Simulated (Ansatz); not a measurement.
Input and command of a calculation in Ansatz (plane waves; scalar-relativistic PAW potentials unless the input names others):

```yaml
crystal:
  lattice:
    - [3.9550973696, 0.0, 0.0]
    - [-1.9775486848, 3.4252147965, 0.0]
    - [0.0, 0.0, 5.0267391768]
  atoms:
    - { symbol: Ni, position: [0.0, 0.0, 0.0] }
    - { symbol: Ni, position: [0.0, 0.0, 0.5] }
    - { symbol: Sb, position: [0.3333333333, 0.6666666667, 0.25] }
    - { symbol: Sb, position: [0.6666666667, 0.3333333333, 0.75] }
basis:
  ecutwfc: 420
kpoints:
  mp_grid: { grid: [6, 6, 3] }
hamiltonian:
  xc: pbesol
scf:
  occupations: { method: gaussian, width: 0.1 }
output:
  forces: true
  eigenvalues: true
  stress: true
```

```bash
ansatz run input.yaml --threads 1 --pin off --max-ram 2560MiB --backend cpu --events-out ev --progress --plain --runs-dir out
```

Abridged log:
```
Pseudopotentials: kind: paw
Pseudopotential: Ni, paw, valence charge 18, recommended cutoff 420 eV (normal)
Pseudopotential: Sb, paw, valence charge 15, recommended cutoff 420 eV (normal)
Functional definition: PBEsol
Crystal: 4 atoms, lattice volume = 68.098 Å³
Basis set: ecut = 420 eV, 1373 PW (Γ), exchange–correlation on 54×54×72 points (8 copies of the dense FFT grid, shifted against one another)
Bands: 40, of which v1, the nominal top of the filled ones, is band 33 counted from 1 (32 counted from 0)
Symmetry: 24 space group operations
Space group: P63/mmc (ITA 194), of the structure as read, at distance tolerance 4.1e-5 Å
k-points: 14 of 108
Initial density: superposition of atomic densities (neutral atoms: chi_scale 0, normalization atom), corrected by the library's trained network
Initial wavefunctions: pseudopotential atomic-orbital guess
Functional: x = pbesol(κ = 0.804, μ = 0.12345679), c = pbesol(β = 0.046)
SCF iter   1: F=—  HF=-24427.366887 eV  |F-HF|=—  |Δ(HF+E_count)|=         —  Δρ=1.65e-2  dr2=1.16e-1  ethr=1.77e-3  ⟨swp⟩=6.6  Hψ=2219  notcnv=0  defer=1
SCF iter   2: F=—  HF=-24427.352134 eV  |F-HF|=—  |Δ(HF+E_count)|=   1.48e-2  Δρ=4.08e-3  dr2=8.91e-3  ethr=1.75e-4  ⟨swp⟩=2.5  Hψ=903  notcnv=0  defer=23
SCF iter   3: F=—  HF=-24427.351239 eV  |F-HF|=—  |Δ(HF+E_count)|=   8.95e-4  Δρ=1.08e-3  dr2=8.56e-4  ethr=1.35e-5  ⟨swp⟩=1.2  Hψ=536  notcnv=0  defer=13
automatic band count: iteration 3 solves 39 bands in place of 40: the levels show a gap, and the empty bands left out lie too high to hold charge; the band table lists the bands solved (type scf.n_extra_bands for more)
SCF iter   4: F=—  HF=-24427.351132 eV  |F-HF|=—  |Δ(HF+E_count)|=   1.07e-4  Δρ=1.20e-4  dr2=7.80e-6  ethr=1.30e-6  ⟨swp⟩=2.1  Hψ=674  notcnv=0  defer=13
SCF iter   5: F=—  HF=-24427.351133 eV  |F-HF|=—  |Δ(HF+E_count)|=   1.42e-6  Δρ=3.77e-5  dr2=1.31e-6  ethr=1.18e-8  ⟨swp⟩=2.1  Hψ=899  notcnv=0  defer=13
SCF iter   6: F=—  HF=-24427.351133 eV  |F-HF|=—  |Δ(HF+E_count)|=   3.12e-8  Δρ=1.20e-5  dr2=1.09e-7  ethr=1.99e-9  ⟨swp⟩=2.0  Hψ=766  notcnv=0  defer=13
SCF iter   7: F=-24427.351133 eV  HF=-24427.351133 eV  |F-HF|=3.18e-9  |Δ(HF+E_count)|=   2.86e-8  Δρ=3.06e-6  dr2=6.64e-9  ethr=1.52e-10  ⟨swp⟩=7.0  Hψ=2158  notcnv=0
SCF 1 converged in 7 iterations: F = -24427.351133 eV  dr2 = 6.64e-9
SCF converged after 7 iterations
Free energy (F): -24427.351133 eV
Harris-Foulkes:  -24427.351133 eV  (|F-HF|=3.18e-9)
Internal energy: -24427.347533 eV  (E = F + TS)
E sigma→0 (E₀):  -24427.349333 eV
Entropy (-TS):   -0.003601 eV (-0.900 meV/atom)
Fermi energy:    15.182839 eV
--- Forces (eV/Å), atoms counted from 1 ---
  atom   1  Ni     0.00000000     0.00000000     0.00000000
  atom   2  Ni     0.00000000     0.00000000     0.00000000
  atom   3  Sb     0.00000000     0.00000000     0.00000000
  atom   4  Sb     0.00000000     0.00000000     0.00000000
--- Stress (GPa, compression-positive) ---
       -2.346978       0.000000       0.000000
        0.000000      -2.346978       0.000000
        0.000000       0.000000      -1.048374
  P = ⅓ Tr σ = -1.9141 GPa (-19.141 kbar)
```

Apart from outputs, empty bands and the relaxation, which only the reference makes, the input differs from a reference run on usual settings in kpoints.mp_grid.grid: [18, 18, 10] → [6, 6, 3]. The reference, at the same geometry, ended its own course with pressure -1.41 GPa, largest force 0.000 eV/Å, no gap on the mesh. This run converged in 7 SCF iterations with an energy at zero smearing 1.28 meV/atom below the reference's, pressure -1.91 GPa, largest force 0.000 eV/Å, no gap on the mesh. Its k mesh is looser than usual, and the result moved.

The run took 2.5 s on 1 thread of Arm Neoverse V1 (shared host), peak memory 0.33 GiB.